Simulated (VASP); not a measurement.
# C (Diamond): zone-centre modes, functional by functional, part 2 of 3

Aim: the vibrations of C (Diamond) at the zone centre, at several levels of theory. The starting structure is a measured crystal structure from the Crystallography Open Database.

VASP 6.6.1.

Results so far: LDA T2g 1321.5 cm⁻¹.

## 3. Modes with LDA at the measured cell

Level of this step: LDA; plane waves and PAW (C) (VASP).

A relaxation of the atoms in the fixed cell, not shown, had nothing to move.

Input file INCAR:

```
SYSTEM = C
PREC = Accurate
ENCUT = 520
EDIFF = 1E-08
NELM = 100
ISMEAR = 0
SIGMA = 0.03
LREAL = .FALSE.
ALGO = Normal
GGA = CA
NBANDS = 10
LORBIT = 11
LWAVE = .FALSE.
LCHARG = .FALSE.
KPAR = 8
IBRION = 8
LEPSILON = .TRUE.
LPEAD = .TRUE.
ISIF = 2
```

Input file POSCAR:

```
C
1.0
    0.0000000000      1.7833700000      1.7833700000
    1.7833700000      0.0000000000      1.7833700000
    1.7833700000      1.7833700000      0.0000000000
C
2
Direct
    0.7500000000      0.7500000000      0.7500000000
    0.5000000000      0.5000000000      0.5000000000
```

Input file KPOINTS:

```
Automatic mesh
0
Gamma
14 14 14
0 0 0
```

Potentials, in the order of the species: C (LDA family, release 64).

On the command line:

```console
$ mpirun -np 8 vasp_std
```

The program printed:

```text
[banner, memory and clock lines left out]
running    8 mpi-ranks, on    1 nodes
[...]
[... a notice as in an earlier step ...]

 LDA part: xc-table for (Slater(with rela. corr.)+CA(PZ))
 , standard interpolation
 POSCAR, INCAR and KPOINTS ok, starting setup
[...]
entering main loop
       N       E                     dE             d eps       ncg     rms          rms(c)
DAV:   1    -0.301718769662E+01   -0.30172E+01   -0.48191E+03  2226   0.764E+02
DAV:   2    -0.207137150351E+02   -0.17697E+02   -0.17047E+02  2944   0.124E+02
DAV:   3    -0.210365349082E+02   -0.32282E+00   -0.32206E+00  2436   0.131E+01
DAV:   4    -0.210372609693E+02   -0.72606E-03   -0.72602E-03  2298   0.728E-01
[...]
DAV:  10    -0.202352740914E+02   -0.14797E-05   -0.17249E-06  2288   0.117E-02    0.439E-03
DAV:  11    -0.202352740315E+02    0.59841E-07   -0.58329E-08  2354   0.198E-03    0.741E-04
DAV:  12    -0.202352740238E+02    0.77827E-08   -0.13676E-09  1234   0.368E-04
   1 F= -.20235274E+02 E0= -.20235274E+02  d E =-.895562E-25
[...]
RMM:   9    -0.159512652540E+00    0.12608E-06   -0.45634E-12  3843   0.202E-05    0.221E-06
 change of polarisation eV/A/(eV/A) component  3 :     0.015     0.061     0.301
 dielectric tensor                  component  3 :     0.247     0.977     5.804
 Linear response DOF=           1
 Linear response progress:
  Degree of freedom:   1/  1
       N       E                     dE             d eps       ncg     rms          rms(c)
RMM:   1    -0.118710541936E+00   -0.11871E+00   -0.15617E-02 20459   0.207E+00
RMM:   2    -0.109655538368E+00    0.90550E-02   -0.66117E-04 13018   0.398E-01    0.182E-01
RMM:   3    -0.109984147885E+00   -0.32861E-03   -0.69464E-05 12874   0.106E-01    0.996E-02
RMM:   4    -0.110736206171E+00   -0.75206E-03   -0.11737E-04 12773   0.110E-01    0.131E-02
[...]
RMM:   8    -0.110696718328E+00   -0.12727E-07   -0.20400E-08 14253   0.392E-05    0.942E-06
RMM:   9    -0.110696607695E+00    0.11063E-06   -0.21179E-08 14795   0.128E-05    0.152E-06
RMM:  10    -0.110696604166E+00    0.35295E-08   -0.29783E-09 11685   0.208E-06    0.158E-07
 first order change of Fermi-energy   0.39425E-04
 force on displaced ion       1 direction 1 : -36.600  -0.000  -0.000
 Born effective charge ion    1 direction 1 :  -0.001   0.000   0.000
 Born effective charges drift removed
 Linear response finished
```

Run time: 13 s. Hardware: 8 MPI ranks of Intel Xeon 6975P-C (Granite Rapids), shared host; peak memory 2.1 GiB; 86 s of CPU time.

Parts of OUTCAR (step 3):

```text
  Total       -0.8236983     -0.8236983     -0.8236983     -0.0000000     -0.0000000     -0.0000000
  in kB     -116.3387489   -116.3387489   -116.3387489     -0.0000000     -0.0000000     -0.0000000
  external PRESSURE =    -116.3387489 kB  Pullay stress =       0.0000000 kB

 POSITION                                       TOTAL-FORCE (eV/Angst)
 -----------------------------------------------------------------------------------
      2.67505      2.67505      2.67505        -0.000000     -0.000000     -0.000000
      1.78337      1.78337      1.78337         0.000000      0.000000      0.000000
 -----------------------------------------------------------------------------------
    total drift:                                0.000000     -0.000000      0.000000

 MACROSCOPIC STATIC DIELECTRIC TENSOR (including local field effects in DFT)
 ------------------------------------------------------
           5.803590    -0.000000     0.000000
          -0.000000     5.803590     0.000000
          -0.000000     0.000000     5.803590
 ------------------------------------------------------

 MACROSCOPIC STATIC DIELECTRIC TENSOR IONIC CONTRIBUTION
 ------------------------------------------------------
           0.000000     0.000000    -0.000000
           0.000000     0.000000    -0.000000
          -0.000000    -0.000000     0.000000
 ------------------------------------------------------

[... 1 part as in an earlier step ...]

[... 1 further part left out ...]
```

With LDA at the measured cell the mode is T2g 1287.3 cm⁻¹, -34.2 cm⁻¹ from LDA.

## 4. Modes with PBEsol

PBEsol restores the gradient expansion of exchange and is tuned for the cells of solids. The cell comes from a relaxation at this level, not shown (11.25 Å³).

INCAR, as its differences from that of step 3:

```diff
@@ -9,3 +9,3 @@
 ALGO = Normal
-GGA = CA
+GGA = PS
 NBANDS = 10
```

Input file POSCAR:

```
C
1.0
    0.0000000000      1.7783247122      1.7783247122
    1.7783247122      0.0000000000      1.7783247122
    1.7783247122      1.7783247122      0.0000000000
C
2
Direct
    0.7500000000      0.7500000000      0.7500000000
    0.5000000000      0.5000000000      0.5000000000
```

KPOINTS is that of step 3.

The projector-augmented-wave data sets are C (PBE family, release 64).

On the command line:

```console
$ mpirun -np 8 vasp_std
```

The program printed:

```text
[banner, memory and clock lines left out]
running    8 mpi-ranks, on    1 nodes
[...]
[... a notice as in an earlier step ...]

|                                                                             |
|               ----> ADVICE to this user running VASP <----                  |
|                                                                             |
|     You enforced a specific xc type in the INCAR file but a different       |
|     [... a line on the potential file left out ...]
|     I HOPE YOU KNOW WHAT YOU ARE DOING!                                     |
|                                                                             |

 LDA part: xc-table for (Slater+PW92), standard interpolation
 POSCAR, INCAR and KPOINTS ok, starting setup
[...]
entering main loop
       N       E                     dE             d eps       ncg     rms          rms(c)
DAV:   1    -0.125118982270E+00   -0.12512E+00   -0.49488E+03  2220   0.772E+02
DAV:   2    -0.195820048644E+02   -0.19457E+02   -0.18854E+02  2894   0.129E+02
[...]
RMM:   9    -0.159516880237E+00    0.50030E-07   -0.10794E-11  5156   0.429E-05    0.213E-06
 change of polarisation eV/A/(eV/A) component  3 :     0.016     0.062     0.301
 dielectric tensor                  component  3 :     0.253     1.000     5.844
 Linear response DOF=           1
 Linear response progress:
  Degree of freedom:   1/  1
       N       E                     dE             d eps       ncg     rms          rms(c)
RMM:   1    -0.119812212444E+00   -0.11981E+00   -0.18880E-02 20561   0.203E+00
RMM:   2    -0.110532569835E+00    0.92796E-02   -0.56173E-04 13059   0.383E-01    0.178E-01
RMM:   3    -0.110867693626E+00   -0.33512E-03   -0.50917E-05 12957   0.100E-01    0.979E-02
RMM:   4    -0.111591502209E+00   -0.72381E-03   -0.78006E-05 12894   0.105E-01    0.130E-02
[...]
RMM:   8    -0.111546947231E+00   -0.13364E-07   -0.38596E-08 14503   0.604E-05    0.894E-06
RMM:   9    -0.111546846528E+00    0.10070E-06   -0.13105E-08 14943   0.225E-05    0.251E-06
RMM:  10    -0.111546845699E+00    0.82891E-09    0.20937E-09 12793   0.146E-05    0.317E-07
 first order change of Fermi-energy   0.50110E-04
 force on displaced ion       1 direction 1 : -37.777   0.000   0.000
 Born effective charge ion    1 direction 1 :  -0.001   0.000   0.000
 Born effective charges drift removed
 Linear response finished
```

The job ended after 15 s (8 MPI ranks; peak memory 2.1 GiB).

OUTCAR, selected parts (step 4):

```text
  Total        0.0011430      0.0011430      0.0011430      0.0000000      0.0000000      0.0000000
  in kB        0.1628149      0.1628149      0.1628149      0.0000000      0.0000000      0.0000000
  external PRESSURE =       0.1628149 kB  Pullay stress =       0.0000000 kB

 POSITION                                       TOTAL-FORCE (eV/Angst)
 -----------------------------------------------------------------------------------
      2.66749      2.66749      2.66749         0.000000      0.000000      0.000000
      1.77832      1.77832      1.77832        -0.000000     -0.000000     -0.000000
 -----------------------------------------------------------------------------------
    total drift:                                0.000000     -0.000000      0.000000

 MACROSCOPIC STATIC DIELECTRIC TENSOR (including local field effects in DFT)
 ------------------------------------------------------
           5.843868    -0.000000     0.000000
           0.000000     5.843868     0.000000
           0.000000     0.000000     5.843868
 ------------------------------------------------------

 MACROSCOPIC STATIC DIELECTRIC TENSOR IONIC CONTRIBUTION
 ------------------------------------------------------
           0.000000    -0.000000    -0.000000
          -0.000000     0.000000     0.000000
          -0.000000     0.000000     0.000000
 ------------------------------------------------------

[... 1 part as in an earlier step ...]

[... 1 further part left out ...]
```

With PBEsol the mode is T2g 1307.9 cm⁻¹, -13.6 cm⁻¹ from LDA.

## 5. Modes with PBE

PBE, the usual starting point, adds the gradient of the density. The cell comes from a relaxation at this level, not shown (11.41 Å³).

INCAR, as its differences from that of step 4:

```diff
@@ -9,3 +9,3 @@
 ALGO = Normal
-GGA = PS
+GGA = PE
 NBANDS = 10
```

Input file POSCAR:

```
C
1.0
    0.0000000000      1.7867098356      1.7867098356
    1.7867098356      0.0000000000      1.7867098356
    1.7867098356      1.7867098356      0.0000000000
C
2
Direct
    0.7500000000      0.7500000000      0.7500000000
    0.5000000000      0.5000000000      0.5000000000
```

KPOINTS is that of step 4.

On the command line:

```console
$ mpirun -np 8 vasp_std
```

The program printed:

```text
[banner, memory and clock lines left out]
running    8 mpi-ranks, on    1 nodes
[...]
[... a notice as in an earlier step ...]

 LDA part: xc-table for (Slater+PW92), standard interpolation
 POSCAR, INCAR and KPOINTS ok, starting setup
[...]
entering main loop
       N       E                     dE             d eps       ncg     rms          rms(c)
DAV:   1    -0.121875201296E+01   -0.12188E+01   -0.47534E+03  2252   0.760E+02
DAV:   2    -0.185238519745E+02   -0.17305E+02   -0.16685E+02  2822   0.125E+02
DAV:   3    -0.188132564501E+02   -0.28940E+00   -0.28866E+00  2444   0.125E+01
DAV:   4    -0.188138415000E+02   -0.58505E-03   -0.58501E-03  2268   0.628E-01
[...]
DAV:  11    -0.181858371710E+02   -0.43636E-07   -0.20735E-07  2656   0.445E-03    0.664E-04
DAV:  12    -0.181858371301E+02    0.40930E-07   -0.20092E-08  2212   0.152E-03    0.207E-04
DAV:  13    -0.181858371265E+02    0.36076E-08   -0.53278E-10  1190   0.207E-04
   1 F= -.18185837E+02 E0= -.18185837E+02  d E =-.319882E-38
[...]
RMM:   9    -0.163292740098E+00    0.69781E-08   -0.58653E-11  7054   0.788E-05    0.177E-06
 change of polarisation eV/A/(eV/A) component  3 :     0.015     0.062     0.305
 dielectric tensor                  component  3 :     0.245     0.982     5.830
 Linear response DOF=           1
 Linear response progress:
  Degree of freedom:   1/  1
       N       E                     dE             d eps       ncg     rms          rms(c)
RMM:   1    -0.119788158559E+00   -0.11979E+00   -0.14662E-02 20540   0.205E+00
RMM:   2    -0.110694878864E+00    0.90933E-02   -0.96154E-04 13033   0.389E-01    0.175E-01
RMM:   3    -0.111037148994E+00   -0.34227E-03   -0.42943E-05 12863   0.991E-02    0.972E-02
RMM:   4    -0.111803981438E+00   -0.76683E-03   -0.10142E-04 12776   0.105E-01    0.138E-02
[...]
RMM:   8    -0.111746984437E+00   -0.11625E-06   -0.21613E-09 14490   0.886E-05    0.150E-05
RMM:   9    -0.111746809443E+00    0.17499E-06   -0.61790E-09 14716   0.281E-05    0.406E-06
RMM:  10    -0.111746816092E+00   -0.66488E-08    0.54928E-09 13199   0.118E-05    0.354E-07
 first order change of Fermi-energy   0.37299E-04
 force on displaced ion       1 direction 1 : -36.895   0.000   0.000
 Born effective charge ion    1 direction 1 :  -0.001   0.000   0.000
 Born effective charges drift removed
 Linear response finished
```

Run time: 15 s. Hardware: 8 MPI ranks; peak memory 2.2 GiB; 1.7 min of CPU time.

Parts of OUTCAR (step 5):

```text
  Total       -0.0003806     -0.0003806     -0.0003806      0.0000000     -0.0000000     -0.0000000
  in kB       -0.0534508     -0.0534508     -0.0534508      0.0000000     -0.0000000     -0.0000000
  external PRESSURE =      -0.0534508 kB  Pullay stress =       0.0000000 kB

 POSITION                                       TOTAL-FORCE (eV/Angst)
 -----------------------------------------------------------------------------------
      2.68006      2.68006      2.68006        -0.000000     -0.000000     -0.000000
      1.78671      1.78671      1.78671         0.000000      0.000000      0.000000
 -----------------------------------------------------------------------------------
    total drift:                                0.000000     -0.000000      0.000000

 MACROSCOPIC STATIC DIELECTRIC TENSOR (including local field effects in DFT)
 ------------------------------------------------------
           5.829968     0.000000     0.000000
           0.000000     5.829968    -0.000000
           0.000000     0.000000     5.829968
 ------------------------------------------------------

 MACROSCOPIC STATIC DIELECTRIC TENSOR IONIC CONTRIBUTION
 ------------------------------------------------------
           0.000000     0.000000    -0.000000
           0.000000     0.000000     0.000000
          -0.000000     0.000000     0.000000
 ------------------------------------------------------

[... 1 part as in an earlier step ...]

[... 1 further part left out ...]
```

With PBE the mode is T2g 1292.5 cm⁻¹, -29.0 cm⁻¹ from LDA.

## 6. Modes with PBEsol + D3(BJ)

D3 with Becke-Johnson damping keeps a finite attraction at short range. The cell comes from a relaxation at this level, not shown (11.15 Å³).

Input file INCAR:

```
SYSTEM = C
PREC = Accurate
ENCUT = 520
EDIFF = 1E-08
NELM = 100
ISMEAR = 0
SIGMA = 0.03
LREAL = .FALSE.
ALGO = Normal
GGA = PS
IVDW = 12
NBANDS = 10
LORBIT = 11
LWAVE = .FALSE.
LCHARG = .FALSE.
KPAR = 8
IBRION = 6
NFREE = 2
POTIM = 0.015
NSW = 1
ISIF = 2
```

Input file POSCAR:

```
C
1.0
    0.0000000000      1.7733616075      1.7733616075
    1.7733616075      0.0000000000      1.7733616075
    1.7733616075      1.7733616075      0.0000000000
C
2
Direct
    0.7500000000      0.7500000000      0.7500000000
    0.5000000000      0.5000000000      0.5000000000
```

KPOINTS is that of step 5.

On the command line:

```console
$ mpirun -np 8 vasp_std
```

The program printed:

```text
[banner, memory and clock lines left out]
running    8 mpi-ranks, on    1 nodes
[...]
[... a notice as in an earlier step ...]

 [... a notice as in an earlier step ...]

 LDA part: xc-table for (Slater+PW92), standard interpolation
 POSCAR, INCAR and KPOINTS ok, starting setup
[...]
entering main loop
       N       E                     dE             d eps       ncg     rms          rms(c)
DAV:   1    -0.951223473086E+00   -0.95122E+00   -0.48229E+03  2214   0.765E+02
DAV:   2    -0.196355663675E+02   -0.18684E+02   -0.18111E+02  2796   0.128E+02
DAV:   3    -0.199446274626E+02   -0.30906E+00   -0.30860E+00  2442   0.132E+01
DAV:   4    -0.199452319814E+02   -0.60452E-03   -0.60449E-03  2248   0.652E-01
[...]
DAV:  11    -0.192485898094E+02    0.13766E-06   -0.68103E-08  2628   0.247E-03    0.461E-04
DAV:  12    -0.192485897950E+02    0.14414E-07   -0.24749E-09  1396   0.545E-04    0.850E-05
DAV:  13    -0.192485897959E+02   -0.89824E-09   -0.21066E-10  1120   0.129E-04
[...]
DAV:   5    -0.192442698572E+02    0.88870E-06   -0.21724E-06  9240   0.106E-02    0.370E-04
DAV:   6    -0.192442698641E+02   -0.69074E-08   -0.99428E-08  9542   0.278E-03
   2 F= -.19507954E+02 E0= -.19507954E+02  d E =-.980581E-41
 Finite differences progress:
  Degree of freedom:   1/  1
  Displacement:        1/  2
  Total:               1/  2
[...]
N       E                     dE             d eps       ncg     rms          rms(c)
DAV:   1    -0.192450661524E+02   -0.79630E-03   -0.12325E+00  8626   0.834E+00    0.253E-01
DAV:   2    -0.192447313386E+02    0.33481E-03   -0.64034E-03  9540   0.734E-01    0.148E-01
DAV:   3    -0.192442767347E+02    0.45460E-03   -0.10770E-03  9522   0.255E-01    0.163E-02
DAV:   4    -0.192442728680E+02    0.38667E-05   -0.45125E-05  9608   0.625E-02    0.967E-03
DAV:   5    -0.192442698252E+02    0.30428E-05   -0.76641E-06  9304   0.199E-02    0.852E-04
DAV:   6    -0.192442698541E+02   -0.28881E-07   -0.34958E-07  9654   0.523E-03    0.412E-04
DAV:   7    -0.192442698517E+02    0.24455E-08   -0.66763E-09  5766   0.622E-04
   3 F= -.19507954E+02 E0= -.19507954E+02  d E =-.992863E-41
 Finite differences progress:
  Degree of freedom:   1/  1
  Displacement:        2/  2
  Total:               2/  2
```

The job ended after 5 s (8 MPI ranks; peak memory 1.5 GiB; 35 s of CPU time).

Parts of OUTCAR (step 6):

```text
 Edisp (eV)   -0.26368

 Edisp (eV)   -0.26368

  Total       0.00339     0.00801     0.00801     0.00000     0.06836     0.00000
  in kB       0.48658     1.15001     1.15001     0.00000     9.81929     0.00000
  external pressure =        0.93 kB  Pullay stress =        0.00 kB

 POSITION                                       TOTAL-FORCE (eV/Angst)
 -----------------------------------------------------------------------------------
      2.64504      2.66004      2.66004         0.575845      0.000000      0.000000
      1.77336      1.77336      1.77336        -0.575845      0.000000      0.000000
 -----------------------------------------------------------------------------------
    total drift:                                0.000007     -0.000001     -0.000001

  FREE ENERGIE OF THE ION-ELECTRON SYSTEM (eV)
  ---------------------------------------------------
  free  energy   TOTEN  =       -19.5079542719 eV

  energy  without entropy=      -19.5079542719  energy(sigma->0) =      -19.50795427

[... 1 part as in an earlier step ...]

[... 2 further parts left out ...]
[key lines of the parts left out:]
E-fermi :  10.4604
```

The last energy, forces and stress in OUTCAR belong to the last displaced cell, not to that of POSCAR.

With PBEsol + D3(BJ) the mode is T2g 1318.5 cm⁻¹, -3.0 cm⁻¹ from LDA.

(Continued in part 3 of 3.)

[Lines on the potential files, build, host, timing and source positions are cut from VASP's logs without a mark.]

[Logs are printed without paths, hosts, clocks, repeated set-up lines and the standing remarks that a program may print on its own settings, such as how far it seeks lower states.]

[Hosts, paths, dates, database ids (printed as entryN), source tags and the programs' standing remarks are cut or masked in the printed files.]
